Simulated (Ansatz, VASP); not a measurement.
# One calculation of As, two programs

```
As
1.0
     3.24544   -1.91513   -0.52740
     3.24544    1.91513   -0.52740
    -3.17601    0.00000    7.77169
As
4
Direct
  0.77293 0.77438 0.16088
  0.22562 0.22707 0.33912
  0.22707 0.22562 0.83912
  0.77438 0.77293 0.66088
```

Alike in both runs: functional PBE; k mesh 6 × 6 × 2; occupations gaussian, width 0.1 eV; no spin polarisation.

Ansatz relaxed the structure, and its values are those at the end. VASP's run is a single point on that final structure, the one shown.

|  | VASP | Ansatz |
| --- | --- | --- |
| version | VASP 6.6.1 | Ansatz 0.2.0 |
| potentials or method | VASP PAW PBE potentials, release 64 (As) | scalar-relativistic, plane waves, PAW |
| plane-wave cutoff (eV) | 520 | 420 |
| valence electrons in the cell | 20 | 60 |

Ansatz gave:

| Property | Result |
| --- | --- |
| gap on the k mesh at the Fermi level (eV) | none |
| pressure (GPa) | 0.0 |
| rms of the force components (eV/Å) | 0.004 |

Task: Estimate VASP's values.

Result: gap on the k mesh at the Fermi level (eV): none; pressure (GPa): 0.3; rms of the force components (eV/Å): 0.031.

A gap of «none» marks a metal or a gap that the smearing closes. The functional is the same, so the differences come from potentials, cutoffs and numerics. The two sets of potentials don't hold the same shells in valence.

Caveats: the k mesh is coarse (spacing up to 0.44 Å⁻¹), so the values aren't converged.
